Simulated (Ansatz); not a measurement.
Calculated quadrupolar parameters for Si3N4 under strain

The cell is a COD entry, relaxed with PBE at fixed cell and then changed (z stretched by 3 %, ions relaxed).

```
Si N
1.0
    -3.23735    3.23735    3.33447
     3.23735   -3.23735    3.33447
     3.23735    3.23735   -3.33447
Si N
6 8
Direct
  0.25000 0.12671 0.87671
  0.87329 0.25000 0.12329
  0.75000 0.37329 0.62329
  0.62671 0.75000 0.37671
  0.12500 0.87500 0.25000
  0.37500 0.62500 0.75000
  0.56386 0.56506 0.56323
  0.43494 0.49817 0.99880
  0.50183 0.00063 0.93677
  0.99937 0.43614 0.50120
  0.93614 0.49937 0.00120
  0.06506 0.06386 0.06323
  0.99817 0.93494 0.49880
  0.50063 0.00183 0.43677
```

Atoms are numbered from 1 in the order listed; like atoms form one site, named after its first atom.

Level of theory: DFT, PBE, plane waves and PAW, scalar-relativistic, 420 eV cutoff, Γ-centred 6×6×6 k-points, Fermi–Dirac smearing 0.02 eV (Ansatz 0.2.0).

Conventions: |V_zz| ≥ |V_yy| ≥ |V_xx|, η = (V_xx − V_yy)/V_zz, C_Q = eQV_zz/h.

¹⁴N: I = 1, Q = 20.44 mb. Q values from Pyykkö, Mol. Phys. 116, 1328 (2018).

Question: Which values are expected at the nuclei?

Answer: 

```tsv
site	atoms (order as listed)	first shell	V_zz (10²¹ V/m²)	η	C_Q (MHz)
Si1	1, 2, 3, 4	4 N at 1.77 Å	0.092	0.78	–
Si5	5, 6	4 N at 1.77 Å	-0.66	0.00	–
N	7, 8, 9, 10, 11, 12, …	3 Si at 1.77 Å	-6.02	0.08	-2.97
```

An axis of threefold or higher order runs through Si5, so V_zz lies along it and η is zero. At N V_zz stands upright on the plane through its three neighbours (within 1°).

Si has no stable isotope with a ground-state quadrupole moment in the table, so no C_Q is given.

At this changed cell the PBE pressure is -5 GPa.

The relaxation (5 steps) took 18 s of wall time (67 s of CPU time) and 0.58 GiB at its peak, on 4 threads of Arm Neoverse V1 (aarch64; 8 cores open to the job, memory cap 8.0 GiB, no GPU), a shared host with a load of 0.7 a core.
